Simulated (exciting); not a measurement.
# Sn: single point with PBE

Crystal: Sn.

```
Sn
1.0
    -1.89114    1.89779    1.87320
     1.89711   -1.92154    1.90292
     1.88324    1.91364   -1.89694
Sn
1
Direct
  0.00000 0.00000 0.00000
```

This isn't the form of Sn at room conditions, which is tetragonal (white tin).

```yaml
Program: exciting (release sodium)
Task: single point
Functional: PBE
Potentials_or_basis: all-electron LAPW+lo, shipped species files, valence relativity iora*
rgkmax: 9
k_mesh: 10 × 10 × 10
Occupations: fermi-dirac, width 0.05 eV
Spin: no spin polarisation
```

The band gap on the k mesh is none (metal or under the smearing width) and the all electrons inside the program's atomic spheres are Sn 47.34 (radii Sn 2.3 bohr).

Levels at points of the mesh, in eV from the Fermi level:
| k point | band 8 | band 9 | band 10 | band 11 | band 12 | band 13 |
| --- | --- | --- | --- | --- | --- | --- |
| (0.00, 0.00, 0.00) | -21.40 | -11.05 | 7.84 | 8.01 | 8.09 | 12.04 |
| (0.50, 0.00, 0.00) | -21.31 | -6.30 | -4.36 | 3.56 | 5.47 | 7.92 |
| (0.00, 0.50, 0.00) | -21.32 | -6.37 | -4.37 | 3.58 | 5.39 | 7.90 |
| (0.50, 0.50, 0.00) | -21.32 | -6.44 | -4.40 | 3.70 | 5.55 | 8.04 |
| (0.00, 0.00, 0.50) | -21.32 | -6.37 | -4.38 | 3.63 | 5.53 | 7.94 |
| (0.50, 0.00, 0.50) | -21.31 | -6.32 | -4.36 | 3.52 | 5.38 | 7.80 |
| (0.00, 0.50, 0.50) | -21.32 | -6.49 | -4.41 | 3.75 | 5.55 | 8.12 |
| (0.50, 0.50, 0.50) | -21.33 | -2.45 | -0.57 | -0.41 | -0.35 | 3.84 |

Wall time 4.3 min on 1 thread of Arm Neoverse V1, with other jobs on the host, peak memory 0.11 GiB.

Caveat: the log's total energy holds no entropy term; the free energy is that total less TS from the occupations.
